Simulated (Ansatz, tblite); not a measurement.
## A script for Cs2SnI6 (GFN1-xTB)

These are simulated results from tblite 0.8.0, not measurements. The cell was built from a prototype and was relaxed with r2SCAN in plane waves (Ansatz 0.2.0). It may be hypothetical. All runs are without spin polarisation.

The symmetry is Fm-3m (No. 225, cubic); a = 11.841 Å in the conventional setting, 46.11 Å³ an atom. Around Cs lie 12 I at 4.19 Å; around Sn lie 6 I at 2.88 Å; around I lie 1 Sn at 2.88 Å and 4 Cs at 4.19 Å.

tblite solves periodic systems at the zone centre alone, so the script builds a cluster of 1×1×1 conventional cells (36 atoms), which folds in a coarse mesh of k points.

Input script:

```python
import json
from ase import Atoms
from ase.build import make_supercell
from ase.units import Bohr, GPa, Hartree
from tblite.interface import Calculator

atoms = Atoms(['Cs', 'Cs', 'Sn', 'I', 'I', 'I', 'I', 'I', 'I'],
              cell=[[0.0, 5.92038829, 5.92038829], [5.92038829, 0.0, 5.92038829], [5.92038829, 5.92038829, 0.0]],
              scaled_positions=[[0.25, 0.25, 0.25], [0.75, 0.75, 0.75], [0.0, 0.0, 0.0], [0.243647654, 0.756352346, 0.756352346], [0.243647654, 0.756352346, 0.243647654], [0.756352346, 0.243647654, 0.756352346], [0.756352346, 0.243647654, 0.243647654], [0.756352346, 0.756352346, 0.243647654], [0.243647654, 0.243647654, 0.756352346]],
              pbc=True)
cluster = make_supercell(atoms, [[-1, 1, 1], [1, -1, 1], [1, 1, -1]])
calc = Calculator('GFN1-xTB', cluster.numbers, cluster.positions / Bohr, lattice=cluster.cell[:] / Bohr, periodic=cluster.pbc)
calc.set('temperature', 0.02 / Hartree)
calc.set('max-iter', 150)
res = calc.singlepoint()
levels = res.get('orbital-energies') * Hartree
nv = round(res.get('orbital-occupations').sum() / 2)
cells = len(cluster) // len(atoms)
out = {'energy_per_cell': res.get('energy') * Hartree / cells, 'homo': levels[nv - 1], 'lumo': levels[nv],
       'stress': (-res.get('virial') * Hartree / cluster.get_volume() / GPa).tolist(), 'charges': res.get('charges')[:len(atoms)].tolist(), 'electrons': 2 * nv / cells}
json.dump(out, open('results.json', 'w'))
for key, value in out.items():
    print(key, value)
```

Command: `python run.py`. It took 1.5 s on 1 thread of Arm Neoverse V2 (shared host), peak memory 0.1 GiB.

The log:

```
------------------------------------------------------------
  cycle        total energy    energy error   density error
------------------------------------------------------------
      1     -106.9103980359  -1.0674825E+02   3.3669153E-01
      2     -68.16412266232   3.8746275E+01   3.5423157E-01
      3      444.4918232176   5.1265595E+02   1.0512411E+00
      4     -79.42506012568  -5.2391688E+02   2.7135827E-01
      5     -85.96109274830  -6.5360326E+00   2.1968022E-01
      6     -98.68445138030  -1.2723359E+01   1.4936795E-01
      7     -101.3775650863  -2.6931137E+00   1.2949629E-01
      8     -107.6456564711  -6.2680914E+00   6.2643656E-02
      9     -105.9896633588   1.6559931E+00   8.4144358E-02
     10     -109.4566749095  -3.4670116E+00   4.8997864E-03
     11     -109.4011079582   5.5566951E-02   1.0234692E-02
     12     -109.4249164754  -2.3808517E-02   7.7813734E-03
     13     -109.4418064936  -1.6890018E-02   5.5588614E-03
     14     -109.4567586947  -1.4952201E-02   1.4679253E-03
     15     -109.4576781263  -9.1943156E-04   5.7429079E-04
     16     -109.4578346006  -1.5647430E-04   1.1095281E-04
     17     -109.4578286825   5.9181238E-06   1.5579712E-04
     18     -109.4578399850  -1.1302572E-05   3.7243427E-05
     19     -109.4578406388  -6.5376153E-07   4.3421945E-06
------------------------------------------------------------

 total:                                   1.007 sec
energy_per_cell -744.6248887539643
homo 17.724081605486862
lumo 17.82415672577146
stress [[-1.7067449819626042, 0.0003692050478891013, 0.0003692050962209766], [0.0003692050478891371, -1.7067449917396054, 0.0003692049831391521], [0.00036920509622097124, 0.00036920498313914484, -1.706744983199859]]
charges [0.6840453806134662, 0.6782304437778947, 0.014949479549943023, -0.22875959023894907, -0.22879064219189174, -0.2287595734277587, -0.22879065906652354, -0.22875958160277055, -0.22879065039664287]
electrons 48.0
```

The cycle table is in hartree for the whole cluster, and the lines after it are in eV (the energy for one cell). The printed stress is in GPa and positive in compression, and the pressure is its mean diagonal.

GFN1-xTB gives a gap of 0.10 eV. On the same cell, plane-wave PBE (Ansatz, 4×4×4 k points and the special points) gives a gap of 0.20 eV and r2SCAN a gap of 0.46 eV; on shared hosts these took about 22 and 49 core-seconds on the 9-atom cell, against 1.5 for the script. Spin-orbit coupling, left out in all these runs, can cut or reorder the gap by tenths of an eV, up to about 1 eV with Pb or Bi. xTB was fitted to molecules, so gaps, charges and pressures of solids can be far off, and the gap also depends on the size of the cluster.

The same script was run on cells scaled at fixed shape and fractional coordinates:

```
volume (Å³/atom)  energy (meV/atom)  pressure (GPa, positive in compression)  gap (eV)
           40.58               -4.9                                     1.86      0.06
           43.35              -17.6                                    -0.25      0.08
           46.11                0.0                                    -1.71      0.10
           48.88               38.9                                    -2.74      0.11
           51.65               92.9                                    -3.48      0.11
```

A Birch-Murnaghan fit puts the minimum at 42.97 Å³/atom, 6.8 % below the given cell, with a bulk modulus of 28.3 GPa at fixed shape.

xTB was fitted mostly to molecules, and a small cluster samples few k points, so gaps, pressures and kinks along a curve can be far from a solid's.

Spin-orbit coupling is left out, which matters wherever the heavy atoms make up the band edges.
